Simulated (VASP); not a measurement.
# How plane-wave cutoff and SCF solver change a VASP run on ZnS, part 2 of 3

How sensitive are energy, pressure and forces of ZnS to the plane-wave cutoff and SCF solver? The atoms are off their equilibrium sites, so that forces can be compared too. The series runs use PBE. The atoms of the start are displaced at random from the sites of a F-43m cell.

VASP 6.6.1; PBE; plane waves and PAW (Zn, S).

So far. Step 7 (Plane-wave cutoff: ENCUT = 360): Against the run before the energy moves by +0.02 meV an atom and the pressure by -0.11 GPa, after 12 cycles in 85 s.

The database entry behind the starting cell differs from later determinations by our own check (about 0.1 % short), so it need not match the best structure at ambient conditions.

## Step 8: Plane-wave cutoff: ENCUT = 440

Contents of INCAR:

```
SYSTEM = ZnS
PREC = Accurate
ENCUT = 440
EDIFF = 1E-06
NELM = 100
ISMEAR = -1
SIGMA = 0.05
LREAL = .FALSE.
ALGO = Normal
GGA = PE
NBANDS = 15
LORBIT = 11
LWAVE = .FALSE.
LCHARG = .FALSE.
KPAR = 2
ISIF = 2
```

Contents of POSCAR:

```
ZnS
1.0
    0.0000000000      2.7020000000      2.7020000000
    2.7020000000      0.0000000000      2.7020000000
    2.7020000000      2.7020000000      0.0000000000
Zn S
1 1
Direct
    0.2397190000      0.2437320000      0.2477960000
   -0.0090390000      0.0118540000     -0.0118510000
```

Contents of KPOINTS:

```
Automatic mesh
0
Gamma
9 9 9
0 0 0
```

The projector-augmented-wave data sets are Zn and S (PBE family, release 64).

Run with:

```console
$ mpirun -np 2 vasp_std
```

The log of the run:

```text
[... set-up lines as in an earlier step ...]
 entering main loop
       N       E                     dE             d eps       ncg     rms          rms(c)
DAV:   1     0.764038416664E+02    0.76404E+02   -0.78343E+03 10950   0.126E+03
DAV:   2    -0.240335368793E+01   -0.78807E+02   -0.74156E+02 12224   0.244E+02
DAV:   3    -0.721667303765E+01   -0.48133E+01   -0.47888E+01 13610   0.597E+01
DAV:   4    -0.726489864570E+01   -0.48226E-01   -0.48211E-01 13330   0.627E+00
[...]
DAV:  10    -0.683444711333E+01   -0.16620E-03   -0.20721E-04 12848   0.126E-01    0.426E-02
DAV:  11    -0.683444314754E+01    0.39658E-05   -0.27461E-05 13750   0.657E-02    0.708E-03
DAV:  12    -0.683444385124E+01   -0.70370E-06   -0.34526E-06 12413   0.215E-02
   1 F= -.68344439E+01 E0= -.68344439E+01  d E =-.729550E-10
```

It took 2.2 min on 2 MPI ranks of AMD EPYC 7R13 (Zen 3), shared host; peak memory 0.52 GiB.

From OUTCAR (step 8):

```text
  Total        0.4468949      0.4469082      0.4278674      0.2966755      0.1104498     -0.1090644
  in kB       18.1480491     18.1485910     17.3753581     12.0477584      4.4852807     -4.4290179
  external PRESSURE =      17.8906660 kB  Pullay stress =       0.0000000 kB

 POSITION                                       TOTAL-FORCE (eV/Angst)
 -----------------------------------------------------------------------------------
      1.32811      1.31727      1.30628         0.109146     -0.107290      0.297368
      2.70201      5.34756      2.70961        -0.109146      0.107290     -0.297368
 -----------------------------------------------------------------------------------
    total drift:                                0.000627      0.000359     -0.000043

  FREE ENERGIE OF THE ION-ELECTRON SYSTEM (eV)
  ---------------------------------------------------
  free  energy   TOTEN  =        -6.8344438512 eV

  energy  without entropy=       -6.8344438512  energy(sigma->0) =       -6.83444385

[... 1 part as in an earlier step ...]

[... 2 further parts left out ...]
[key lines of the parts left out:]
E-fermi :   3.0771
```

Against the run before the energy moves by -0.32 meV an atom and the pressure by +0.12 GPa, after 12 cycles in 2.2 min.

## Step 9: Plane-wave cutoff: ENCUT = 550

Changes to INCAR since step 8:

```diff
@@ -2,3 +2,3 @@
 PREC = Accurate
-ENCUT = 440
+ENCUT = 550
 EDIFF = 1E-06
```

POSCAR is that of step 8.

KPOINTS is that of step 8.

Run with:

```console
$ mpirun -np 2 vasp_std
```

The log of the run:

```text
[... set-up lines as in an earlier step ...]
 entering main loop
       N       E                     dE             d eps       ncg     rms          rms(c)
DAV:   1     0.843017610360E+02    0.84302E+02   -0.89355E+03 10950   0.147E+03
DAV:   2    -0.165850978713E+01   -0.85960E+02   -0.80373E+02 12217   0.274E+02
DAV:   3    -0.720705560492E+01   -0.55485E+01   -0.55185E+01 13750   0.652E+01
DAV:   4    -0.726580710463E+01   -0.58751E-01   -0.58730E-01 13232   0.702E+00
[...]
DAV:  10    -0.683547575636E+01   -0.16556E-03   -0.20565E-04 12939   0.125E-01    0.423E-02
DAV:  11    -0.683547199503E+01    0.37613E-05   -0.27059E-05 13680   0.642E-02    0.690E-03
DAV:  12    -0.683547266641E+01   -0.67138E-06   -0.33723E-06 12455   0.213E-02
   1 F= -.68354727E+01 E0= -.68354727E+01  d E =-.722420E-10
```

Wall time 2.7 min (2 MPI ranks); peak memory 0.64 GiB; 5.2 min of CPU time.

From OUTCAR (step 9):

```text
  Total        0.4772333      0.4770801      0.4576722      0.2978576      0.1105139     -0.1090595
  in kB       19.3800696     19.3738485     18.5857051     12.0957608      4.4878820     -4.4288215
  external PRESSURE =      19.1132077 kB  Pullay stress =       0.0000000 kB

 POSITION                                       TOTAL-FORCE (eV/Angst)
 -----------------------------------------------------------------------------------
      1.32811      1.31727      1.30628         0.109299     -0.107573      0.297409
      2.70201      5.34756      2.70961        -0.109299      0.107573     -0.297409
 -----------------------------------------------------------------------------------
    total drift:                                0.000906     -0.000346      0.000075

  FREE ENERGIE OF THE ION-ELECTRON SYSTEM (eV)
  ---------------------------------------------------
  free  energy   TOTEN  =        -6.8354726664 eV

  energy  without entropy=       -6.8354726663  energy(sigma->0) =       -6.83547267

[... 1 part as in an earlier step ...]

[... 2 further parts left out ...]
[key lines of the parts left out:]
E-fermi :   3.0771
```

Against the run before the energy moves by -0.51 meV an atom and the pressure by +0.12 GPa, after 12 cycles in 2.7 min.

## Step 10: The plane-wave cutoff series as a table

This step: convergence of PBE results with the cutoff; plane waves and PAW (VASP 6.6.1).

Derived from the runs above.

Differences are taken from the run with ENCUT = 550. Results of the series, by row:

```
    setting     status  energy less the reference (meV/atom)  pressure (GPa)  largest force difference (meV/Å)  gap (eV)  SCF cycles  wall time (s)
ENCUT = 170  converged                                  1212          -112.1                             35.26     1.932          13             30
ENCUT = 210  converged                                 112.1          -23.17                             5.667     2.103          13             43
ENCUT = 250  converged                                 15.76          -2.642                              1.89     2.061          12             46
ENCUT = 280  converged                                 5.147           1.002                             1.895     2.056          12           89.1
ENCUT = 320  converged                                0.8136           1.779                             1.335     2.059          12           90.1
ENCUT = 360  converged                                0.8342           1.667                             1.085     2.062          12           85.1
ENCUT = 440  converged                                0.5144           1.789                             0.283     2.065          12          130.1
ENCUT = 550  converged                                     0           1.911                                 0     2.065          12          159.1
```

## Step 11: SCF solver: ALGO = Normal

This step: PBE; plane waves and PAW (Zn, S) (VASP 6.6.1).

All solvers should reach one answer; they differ in cycles and robustness.

Changes to INCAR since step 9:

```diff
@@ -2,3 +2,3 @@
 PREC = Accurate
-ENCUT = 550
+ENCUT = 400
 EDIFF = 1E-06
```

POSCAR is that of step 9.

KPOINTS is that of step 9.

Run with:

```console
$ mpirun -np 2 vasp_std
```

The log of the run:

```text
[... set-up lines as in an earlier step ...]
 entering main loop
       N       E                     dE             d eps       ncg     rms          rms(c)
DAV:   1     0.731168055029E+02    0.73117E+02   -0.74301E+03 10950   0.118E+03
DAV:   2    -0.271893702324E+01   -0.75836E+02   -0.71413E+02 12350   0.234E+02
DAV:   3    -0.722122196424E+01   -0.45023E+01   -0.44828E+01 13813   0.576E+01
DAV:   4    -0.726436373711E+01   -0.43142E-01   -0.43132E-01 13267   0.595E+00
DAV:   5    -0.726487049307E+01   -0.50676E-03   -0.50674E-03 14198   0.613E-01    0.689E+00
DAV:   6    -0.685419261840E+01    0.41068E+00   -0.79208E-01 16822   0.320E+01    0.536E+00
DAV:   7    -0.683412765881E+01    0.20065E-01   -0.26459E-01 12833   0.484E+00    0.275E+00
DAV:   8    -0.683350572564E+01    0.62193E-03   -0.54486E-03 13729   0.901E-01    0.744E-01
DAV:   9    -0.683375861502E+01   -0.25289E-03   -0.13229E-03 13442   0.301E-01    0.936E-02
DAV:  10    -0.683392492112E+01   -0.16631E-03   -0.20883E-04 12708   0.125E-01    0.410E-02
DAV:  11    -0.683392077137E+01    0.41498E-05   -0.27262E-05 13820   0.643E-02    0.722E-03
DAV:  12    -0.683392149645E+01   -0.72508E-06   -0.34325E-06 12420   0.213E-02
   1 F= -.68339215E+01 E0= -.68339215E+01  d E =-.735574E-10
```

Elapsed: 2.1 min, on 2 MPI ranks; peak memory 0.47 GiB.

OUTCAR, selected parts (step 11):

```text
   ENCUT  =  400.0 eV  29.40 Ry    5.42 a.u.   6.23  6.23  6.23*2*pi/ulx,y,z

   NELECT =      18.0000    total number of electrons

 E-fermi :   3.0772

 k-point     1 :       0.0000    0.0000    0.0000
  band No.  band energies     occupation
    ...
      5      -3.7381      2.00000
      6      -3.7374      2.00000
      7       2.0585      2.00000
      8       2.0986      2.00000
      9       2.1586      2.00000
     10       4.2222      0.00000
     11       8.4845      0.00000
     12       8.5073      0.00000
     13       8.5362      0.00000
     14      13.8666      0.00000
    ...

  Total        0.4183136      0.4183280      0.3993029      0.2963506      0.1103052     -0.1089238
  in kB       16.9873864     16.9879717     16.2153747     12.0345643      4.4794052     -4.4233096
  external PRESSURE =      16.7302443 kB  Pullay stress =       0.0000000 kB

 POSITION                                       TOTAL-FORCE (eV/Angst)
 -----------------------------------------------------------------------------------
      1.32811      1.31727      1.30628         0.109053     -0.107199      0.297081
      2.70201      5.34756      2.70961        -0.109053      0.107199     -0.297081
 -----------------------------------------------------------------------------------
    total drift:                                0.000627      0.000359     -0.000045

  FREE ENERGIE OF THE ION-ELECTRON SYSTEM (eV)
  ---------------------------------------------------
  free  energy   TOTEN  =        -6.8339214964 eV

  energy  without entropy=       -6.8339214964  energy(sigma->0) =       -6.83392150

[... 5 parts as in an earlier step ...]

[... 11 further parts left out ...]
```

Numbers from this step:

- free energy (TOTEN): -6.834 eV
- pressure: 1.673 GPa
- gap on the k-mesh: 2.064 eV
- least direct gap on the k-mesh: 2.064 eV

The series starts at -3.4170 eV an atom and 1.67 GPa, after 12 cycles in 2.1 min.

## Step 12: SCF solver: ALGO = Fast

Changes to INCAR since step 11:

```diff
@@ -8,3 +8,3 @@
 LREAL = .FALSE.
-ALGO = Normal
+ALGO = Fast
 GGA = PE
```

POSCAR is that of step 11.

KPOINTS is that of step 11.

Run with:

```console
$ mpirun -np 2 vasp_std
```

The log of the run:

```text
[... set-up lines as in an earlier step ...]
 entering main loop
       N       E                     dE             d eps       ncg     rms          rms(c)
[... 5 cycles as in an earlier step ...]
RMM:   6    -0.686057500960E+01    0.40430E+00   -0.78199E-01 12748   0.847E+00    0.554E+00
RMM:   7    -0.683284438723E+01    0.27731E-01   -0.20510E-01 13098   0.438E+00    0.257E+00
RMM:   8    -0.683419746467E+01   -0.13531E-02   -0.38610E-02 14737   0.156E+00    0.113E+00
RMM:   9    -0.683371206833E+01    0.48540E-03   -0.93408E-03 12698   0.110E+00    0.247E-01
[...]
RMM:  13    -0.683392018328E+01   -0.38111E-05   -0.34944E-05 13879   0.510E-02    0.209E-02
RMM:  14    -0.683392125556E+01   -0.10723E-05   -0.10895E-05 12488   0.277E-02    0.137E-02
RMM:  15    -0.683392147769E+01   -0.22213E-06   -0.21202E-06  8146   0.136E-02
   1 F= -.68339215E+01 E0= -.68339215E+01  d E =-.719579E-10
```

Run time: 2.8 min. Hardware: 2 MPI ranks; peak memory 0.47 GiB.

OUTCAR, selected parts (step 12):

```text
  Total        0.4518497      0.4518632      0.4328461      0.2961397      0.1102116     -0.1088310
  in kB       18.3492605     18.3498079     17.5775403     12.0259986      4.4756047     -4.4195399
  external PRESSURE =      18.0922029 kB  Pullay stress =       0.0000000 kB

 POSITION                                       TOTAL-FORCE (eV/Angst)
 -----------------------------------------------------------------------------------
      1.32811      1.31727      1.30628         0.109050     -0.107197      0.297070
      2.70201      5.34756      2.70961        -0.109050      0.107197     -0.297070
 -----------------------------------------------------------------------------------
    total drift:                                0.000609      0.000378     -0.000093

  FREE ENERGIE OF THE ION-ELECTRON SYSTEM (eV)
  ---------------------------------------------------
  free  energy   TOTEN  =        -6.8339214777 eV

  energy  without entropy=       -6.8339214776  energy(sigma->0) =       -6.83392148

[... 2 parts as in an earlier step ...]

[... 1 further part left out ...]
[key lines of the parts left out:]
E-fermi :   3.0780
```

Against the first of the series the energy stays within 0.01 meV an atom; the pressure moves by +0.14 GPa, after 15 cycles in 2.8 min.

## Step 13: SCF solver: ALGO = VeryFast

Changes to INCAR since step 12:

```diff
@@ -8,3 +8,3 @@
 LREAL = .FALSE.
-ALGO = Fast
+ALGO = VeryFast
 GGA = PE
```

POSCAR is that of step 12.

KPOINTS is that of step 12.

Run with:

```console
$ mpirun -np 2 vasp_std
```

The log of the run:

```text
[... set-up lines as in an earlier step ...]
 entering main loop
       N       E                     dE             d eps       ncg     rms          rms(c)
RMM:   1     0.620318824068E+02    0.62032E+02   -0.57206E+03  5475   0.102E+03
RMM:   2     0.398131313002E+01   -0.58051E+02   -0.82386E+02  5475   0.201E+02
RMM:   3    -0.406266006464E+01   -0.80440E+01   -0.95724E+01  5475   0.800E+01
RMM:   4    -0.674613768054E+01   -0.26835E+01   -0.18093E+01  5475   0.338E+01
[...]
RMM:  18    -0.683392075524E+01   -0.60583E-04   -0.12183E-04 12761   0.114E-01    0.270E-02
RMM:  19    -0.683392083752E+01   -0.82283E-07   -0.29360E-05 13475   0.600E-02    0.464E-03
RMM:  20    -0.683392130853E+01   -0.47101E-06   -0.60344E-06 13711   0.224E-02
   1 F= -.68339213E+01 E0= -.68339213E+01  d E =-.645693E-10
```

It took 3.5 min on 2 MPI ranks; peak memory 0.47 GiB; 6.9 min of CPU time.

From OUTCAR (step 13):

```text
  Total        0.3956073      0.3956247      0.3766031      0.2960846      0.1101928     -0.1088202
  in kB       16.0653008     16.0660085     15.2935551     12.0237633      4.4748410     -4.4191027
  external PRESSURE =      15.8082881 kB  Pullay stress =       0.0000000 kB

 POSITION                                       TOTAL-FORCE (eV/Angst)
 -----------------------------------------------------------------------------------
      1.32811      1.31727      1.30628         0.109056     -0.107212      0.297084
      2.70201      5.34756      2.70961        -0.109056      0.107212     -0.297084
 -----------------------------------------------------------------------------------
    total drift:                                0.000588      0.000407     -0.000147

  FREE ENERGIE OF THE ION-ELECTRON SYSTEM (eV)
  ---------------------------------------------------
  free  energy   TOTEN  =        -6.8339213085 eV

  energy  without entropy=       -6.8339213085  energy(sigma->0) =       -6.83392131

[... 2 parts as in an earlier step ...]

[... 1 further part left out ...]
[key lines of the parts left out:]
E-fermi :   3.0838
```

Against the first of the series the energy stays within 0.01 meV an atom; the pressure moves by -0.09 GPa, after 20 cycles in 3.5 min.

## Step 14: SCF solver: ALGO = All

Changes to INCAR since step 13:

```diff
@@ -8,3 +8,3 @@
 LREAL = .FALSE.
-ALGO = VeryFast
+ALGO = All
 GGA = PE
```

POSCAR is that of step 13.

KPOINTS is that of step 13.

Run with:

```console
$ mpirun -np 2 vasp_std
```

The log of the run:

```text
[... set-up lines as in an earlier step ...]
 entering main loop
       N       E                     dE             d eps       ncg     rms           ort
DAV:   1     0.731168055029E+02    0.73117E+02   -0.79788E+03  5475   0.135E+03
DAV:   2    -0.271893702324E+01   -0.75836E+02   -0.71413E+02  5475   0.234E+02
DAV:   3    -0.722122196424E+01   -0.45023E+01   -0.44828E+01  5475   0.576E+01
DAV:   4    -0.726436373711E+01   -0.43142E-01   -0.43132E-01  5475   0.595E+00
DAV:   5    -0.726487049307E+01   -0.50676E-03   -0.50674E-03  5475   0.613E-01
SDA:   6    -0.619835776292E+01    0.10665E+01   -0.50674E-03  5475   0.295E+01   0.000E+00
 gam= 0.000 g(H,U,f)=  0.193E+01 0.102E+01 0.262E-11 ort(H,U,f) = 0.000E+00 0.000E+00 0.000E+00
 gam= 0.000 trial= 0.400  step=  0.3398 mean=  0.4000
CGA:   7    -0.669780419760E+01   -0.49945E+00   -0.50133E+00  5475   0.401E+00   0.215E-01
 gam= 0.136 g(H,U,f)=  0.269E+00 0.132E+00 0.178E-12 ort(H,U,f) =-0.294E+00 0.315E+00 0.653E-12
 gam= 0.136 trial= 0.394  step=  0.5564 mean=  0.3940
[...]
gam= 0.340 trial= 0.462  step=  0.5069 mean=  0.4619
CGA:  11    -0.683384657952E+01   -0.67424E-03   -0.67408E-03  5475   0.179E-03   0.728E-05
 gam= 0.067 g(H,U,f)=  0.176E-03 0.292E-05 0.234E-16 ort(H,U,f) =-0.116E-04 0.188E-04 0.269E-16
 gam= 0.067 trial= 0.466  step=  0.7352 mean=  0.4664
CGA:  12    -0.683391289572E+01   -0.66316E-04   -0.66042E-04  5475   0.216E-04   0.204E-05
 gam= 0.121 g(H,U,f)=  0.208E-04 0.772E-06 0.795E-17 ort(H,U,f) = 0.139E-05 0.649E-06 0.382E-17
 gam= 0.121 trial= 0.493  step=  0.5910 mean=  0.4933
CGA:  13    -0.683391928604E+01   -0.63903E-05   -0.64573E-05  5475   0.824E-05  -0.137E-05
 gam= 0.381 g(H,U,f)=  0.715E-05 0.109E-05 0.888E-17 ort(H,U,f) =-0.151E-05 0.138E-06 0.840E-17
 gam= 0.381 trial= 0.503  step=  0.4597 mean=  0.5030
CGA:  14    -0.683392104946E+01   -0.17634E-05   -0.17729E-05  5475   0.101E-05   0.439E-06
 gam= 0.123 g(H,U,f)=  0.943E-06 0.692E-07 0.846E-18 ort(H,U,f) = 0.172E-06 0.267E-06 0.376E-17
 gam= 0.123 trial= 0.499  step=  0.5738 mean=  0.4987
SDA:  15    -0.683392136634E+01   -0.31687E-06   -0.30580E-06  5475   0.385E-06   0.295E-06
 gam= 0.000 g(H,U,f)=  0.357E-06 0.278E-07 0.152E-18 ort(H,U,f) = 0.263E-06 0.320E-07 0.491E-18
 gam= 0.000 trial= 0.506  step=  0.6935 mean=  0.5062
 final diagonalization occupied
   1 F= -.68339214E+01 E0= -.68339214E+01  d E =-.708591E-10
```

The job ended after 2.8 min (2 MPI ranks; peak memory 0.71 GiB).

OUTCAR, selected parts (step 14):

```text
  Total        0.4241138      0.4241256      0.4051088      0.2961397      0.1102111     -0.1088308
  in kB       17.2229271     17.2234040     16.4511498     12.0260011      4.4755865     -4.4195324
  external PRESSURE =      16.9658270 kB  Pullay stress =       0.0000000 kB

 POSITION                                       TOTAL-FORCE (eV/Angst)
 -----------------------------------------------------------------------------------
      1.32811      1.31727      1.30628         0.109033     -0.107180      0.297032
      2.70201      5.34756      2.70961        -0.109033      0.107180     -0.297032
 -----------------------------------------------------------------------------------
    total drift:                                0.000625      0.000362     -0.000049

  FREE ENERGIE OF THE ION-ELECTRON SYSTEM (eV)
  ---------------------------------------------------
  free  energy   TOTEN  =        -6.8339213663 eV

  energy  without entropy=       -6.8339213663  energy(sigma->0) =       -6.83392137

[... 2 parts as in an earlier step ...]

[... 1 further part left out ...]
[key lines of the parts left out:]
E-fermi :   3.0787
```

Against the first of the series the energy stays within 0.01 meV an atom; the pressure moves by +0.02 GPa, after 15 cycles in 2.8 min.

[end of part 2 of 3]

[Lines on the potential files, build, host, timing and source positions are cut from VASP's logs without a mark.]

[Logs are printed without paths, hosts, clocks, repeated set-up lines and the standing remarks that a program may print on its own settings, such as how far it seeks lower states.]

[Hosts, paths, dates, database ids (printed as entryN), source tags and the programs' standing remarks are cut or masked in the printed files.]

[A measured line is paired with the nearest computed mode of its activity, which favours agreement.]

[In band tables of VASP the shares of atoms and orbitals are scaled to a sum of 1 inside the atoms' spheres.]
